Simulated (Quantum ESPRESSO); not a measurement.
# As under changes of volume

One of the cells (22.434 Å³/atom); the others are scaled copies at fixed shape and fractional positions:

```
As
1.0
     1.82500   -5.50000    0.00000
     1.82500    5.50000    0.00000
     0.00000    0.00000    4.47000
As
4
Cartesian
  1.8250 1.2100 2.5032
  1.8250 -4.2900 4.2018
  1.8250 -1.2100 1.9668
  1.8250 4.2900 0.2682
```

This isn't the form of As at room conditions, which is rhombohedral.

| Property | Result |
| --- | --- |
| Program | Quantum ESPRESSO 7.5 |
| Functional | PBEsol |
| Potentials or basis | GBRV 1.5 PBEsol |
| Cutoff | 612 eV |
| Density cutoff | 4898 eV |
| k mesh | 8 × 8 × 6 |
| Occupations | fermi-dirac, width 0.05 eV |
| Spin | no spin polarisation |

| volume (Å³/atom) | energy over the lowest point (meV/atom) | pressure (GPa) | largest force (eV/Å) |
| --- | --- | --- | --- |
| 21.088 | ? | ? | ? |
| 21.536 | 10.07 | 3.4 | 0.439 |
| 21.985 | 2.79 | 1.7 | 0.260 |
| 22.434 | 0.00 | 0.2 | 0.122 |
| 22.882 | 1.24 | -1.2 | 0.142 |
| 23.331 | 6.14 | -2.4 | 0.268 |
| 23.780 | 14.33 | -3.5 | 0.401 |

**Question.** What does the run at 21.088 Å³/atom give?

**Answer.** Energy over the lowest point 22.31 meV/atom; pressure 5.3 GPa; largest force 0.637 eV/Å.

Worked out: A Birch-Murnaghan fit of order 3 (a polynomial in V^(-2/3)) to the other rows has its minimum at 22.51 Å³/atom with B0 = V·E''(V) = 71 GPa and B' = 4.2 at fixed shape and positions, which overstates the stiffness. It gives 22.29 meV/atom at 21.088 Å³/atom, against the run's 22.31, and -dE/dV = 5.3 GPa, against 5.3.

Energies are extrapolated to zero smearing.
